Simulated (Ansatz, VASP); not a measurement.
**Te2Pb: VASP beside Ansatz**

```xyz
3
Lattice="0.0000 3.5940 3.5940 3.5940 0.0000 3.5940 3.5940 3.5940 0.0000" Properties=species:S:1:pos:R:3 pbc="T T T"
Pb    0.0000    0.0000    0.0000
Te    1.7970    1.7970    1.7970
Te    5.3910    5.3910    5.3910
```

Alike in both runs: task single point; functional PBEsol; k mesh 8 × 8 × 8; occupations gaussian, width 0.05 eV; no spin polarisation.

|  | VASP | Ansatz |
| --- | --- | --- |
| version | VASP 6.6.1 | Ansatz 0.2.0 |
| potentials or method | VASP PAW PBE potentials, release 64 (Pb_d, Te) | scalar-relativistic, plane waves, PAW |
| plane-wave cutoff (eV) | 520 | 420 |
| valence electrons in the cell | 26 | 46 |

|  | VASP | Ansatz | Ansatz less VASP |
| --- | --- | --- | --- |
| pressure (GPa) | 5.8 | 5.8 | 0.00 |

The two sets of potentials don't hold the same shells in valence.

Caveats: the PAW data sets were made with another functional, which shifts forces and pressure a little (VASP). The runs have no spin-orbit coupling, so splittings on Pb, Te are missing.
